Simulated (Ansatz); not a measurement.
Hf₃N₄: field gradients at two levels of theory

Cell: a structure deposited in the COD whose atoms were relaxed with PBE, the cell held.

Space group I-43d (No. 220); a = 6.7010 Å.

```
site  Wyckoff  site symmetry       x       y       z
  Hf      12a           -4..  0.3750  0.0000  0.2500
   N      16c            .3.  0.0678  0.0678  0.0678
```

One atom of each set is listed; the run and its k-mesh use a cell of 14 atoms with edges of 5.80, 5.80, 5.80 Å.

First run. Level of theory: DFT, PBE, plane waves and PAW, scalar-relativistic, 420 eV cutoff, Γ-centred 6×6×6 k-points, Fermi–Dirac smearing 0.02 eV (Ansatz 0.2.0).

| site | V_zz (10²¹ V/m²) | η |
| --- | --- | --- |
| Hf | 26.2 | 0.00 |
| N | 0.78 | 0.00 |

Second run. The same atoms and settings, except that the functional is r2SCAN and the cutoff is 500 eV.

Question: Given the first result, estimate the second.

Answer: 

```
site  V_zz     η  change of V_zz
  Hf  26.7  0.00           +0.51
   N  0.82  0.00           +0.04
```

The largest change of V_zz is on Hf, from 26.2 to 26.7. In per cent, |V_zz| changes by +2 on Hf, +5 on N (all sites that start above 0.5).

Without spin–orbit coupling the gradients at and beside Hf can be off by some per cent, at some sites by more.
